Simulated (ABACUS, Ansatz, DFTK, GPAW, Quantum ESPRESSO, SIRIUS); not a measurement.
KTaO3: programs and potentials compared

```
Ta K O
1.0
     3.98830    0.00000    0.00000
     0.00000    3.98830    0.00000
     0.00000    0.00000    3.98830
Ta K O
1 1 3
Direct
  0.00000 0.00000 0.00000
  0.50000 0.50000 0.50000
  0.00000 0.00000 0.50000
  0.00000 0.50000 0.00000
  0.50000 0.00000 0.00000
```

Alike in all runs: task equation of state; functional PBE; k mesh 7 × 7 × 7; occupations fermi-dirac, width 0.05 eV; no spin polarisation; no spin-orbit coupling.

```csv
program and potentials,plane-wave cutoff (eV),notes,equilibrium volume (Å³/atom),bulk modulus (GPa)
"GPAW, GPAW PAW data sets (gpaw-data 1.2.1)",800,-,13.09,187.6
"DFTK, PseudoDojo SR PBE 0.4.1 standard (PBE)",1143,-,12.97,187.8
"Quantum ESPRESSO, SSSP 1.3 efficiency PBE",816,-,13.04,189.1
"Ansatz, all-electron LAPW, scalar-relativistic",-,-,13.04,186.8
"ABACUS, PseudoDojo NC SR 0.4.1 PBE standard, plane waves",1143,-,12.97,187.9
"Ansatz, Ansatz PAW (earlier soft set)",420,-,?,?
"SIRIUS, PseudoDojo 0.4.1 PBE standard (scalar relativistic)",1152,-,12.97,187.9
```

Q: Estimate from the other rows what the run with Ansatz, Ansatz PAW (earlier soft set) gave.

A: Equilibrium volume 13.02 Å³/atom; bulk modulus 188.5 GPa. The other rows, which needn't bracket it: equilibrium volume 12.97 to 13.09; bulk modulus 186.8 to 189.1.
